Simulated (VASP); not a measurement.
Write the native input for VASP 6.6.1 that does the following.

```
Task                   : relaxation of cell and atoms
Functional             : vdW-DF
Potentials or basis    : VASP PAW PBE potentials, release 64 (Cd, S)
Cutoff                 : 600 eV
k mesh                 : 7 × 7 × 4
Occupations            : fermi-dirac, width 0.05 eV
Spin                   : no spin polarisation
Further INCAR settings : ALGO = Normal; EDIFF = 1e-07; IBRION = 2; EDIFFG = -0.005; NSW = 60; ISIF = 3
```

The structure of CdS (Greenockite) lies in POSCAR:

```
CdS
1.0
    4.1500000000      0.0000000000      0.0000000000
   -2.0750000000      3.5940054257      0.0000000000
    0.0000000000      0.0000000000      6.7370000000
Cd S
2 2
Direct
    0.6666666667      0.3333333333      0.5000000000
    0.3333333333      0.6666666667      0.0000000000
    0.6666666667      0.3333333333      0.8750000000
    0.3333333333      0.6666666667      0.3750000000
```

The input as run:

INCAR

```
  PREC = Accurate
  ENCUT = 600
  EDIFF = 1E-7
  ISMEAR = -1
  SIGMA = 0.05
  LREAL = False
  LASPH = True
  NELM = 80
  ALGO = Normal
  ISIF = 3
  LWAVE = False
  LCHARG = False
  GGA = RE
  LUSE_VDW = True
  AGGAC = 0.0
  IBRION = 2
  NSW = 60
  EDIFFG = -0.005
```

KPOINTS

```
regular mesh
0
Gamma
  7 7 4
```

Potentials or basis: VASP PAW PBE potentials, release 64 (Cd, S).

Run with:

```bash
$ cat potpaw_PBE.64/Cd/POTCAR potpaw_PBE.64/S/POTCAR > POTCAR
$ mpirun -np 1 vasp_std > vasp.out
```

Results of the run:

| Item | Value |
| --- | --- |
| Relaxed volume | 27.46 Å³/atom |
| Relaxed cell | a = 4.268 Å, b = 4.268 Å, c = 6.964 Å, α = 90.00°, β = 90.00°, γ = 120.00° |
| Space group after relaxing (to 0.05 Å) | P6_3mc (No. 186) |
| Energy gained by relaxing | 35.3 meV/atom |
| Ionic steps | 5 |
| Pressure after relaxing | 0.0 GPa |
| Band gap on the k mesh | 1.01 eV, direct |

Caveat: the PAW data sets were made with another functional, which shifts forces and pressure a little.

Wall time 6.2 min on 1 thread of Intel(R) Xeon(R) 6975P-C (Granite Rapids), on a shared host, peak memory 0.64 GiB.
